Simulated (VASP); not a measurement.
Set up this calculation in VASP 6.6.1, as the native input.

| Quantity | Value |
| --- | --- |
| Task | relaxation of cell and atoms |
| Functional | rev-vdW-DF2 |
| Potentials or basis | VASP PAW PBE potentials, release 64 (As, B) |
| Cutoff | 600 eV |
| k mesh | 10 × 10 × 10 |
| Occupations | fermi-dirac, width 0.05 eV |
| Spin | no spin polarisation |
| Further INCAR settings | ALGO = Fast; EDIFF = 1e-06; IBRION = 2; EDIFFG = -0.02; NSW = 60; ISIF = 3 |

The structure of BAs lies in POSCAR:

```
BAs
1.0
    0.0000000000      2.3885000000      2.3885000000
    2.3885000000      0.0000000000      2.3885000000
    2.3885000000      2.3885000000      0.0000000000
As B
1 1
Direct
    0.7500000000      0.7500000000      0.7500000000
    0.0000000000      0.0000000000      0.0000000000
```

These files were run (other wordings do the same):

INCAR

```
PREC = Accurate
ENCUT = 600
EDIFF = 1E-6
ISMEAR = -1
SIGMA = 0.05
LREAL = False
LASPH = True
NELM = 80
ALGO = Fast
ISIF = 3
LWAVE = False
LCHARG = False
GGA = MK
LUSE_VDW = True
AGGAC = 0.0
PARAM1 = 0.1234
PARAM2 = 0.711357
ZAB_VDW = -1.8867
IBRION = 2
NSW = 60
EDIFFG = -0.02
```

KPOINTS

```
Automatic mesh
0
Gamma
  10 10 10
```

Potentials or basis: VASP PAW PBE potentials, release 64 (As, B).

Launch:

```bash
$ cat potpaw_PBE.64/As/POTCAR potpaw_PBE.64/B/POTCAR > POTCAR
$ mpirun -np 1 vasp_std > vasp.out
```

It gave:

```
Relaxed volume                         : 13.87 Å³/atom
Relaxed cell                           : a = 3.398 Å, b = 3.398 Å, c = 3.398 Å, α = 60.00°, β = 60.00°, γ = 60.00°
Space group after relaxing (to 0.05 Å) : F-43m (No. 216)
Energy gained by relaxing              : 1.9 meV/atom
Ionic steps                            : 3
Pressure after relaxing                : 0.0 GPa
Band gap on the k mesh                 : 1.19 eV, indirect (least direct gap 3.26 eV)
```

Caveat: the PAW data sets were made with another functional, which shifts forces and pressure a little.

Wall time 75 s on 1 thread of Intel(R) Xeon(R) Platinum 8559C (Emerald Rapids), on a shared host, peak memory 0.32 GiB.
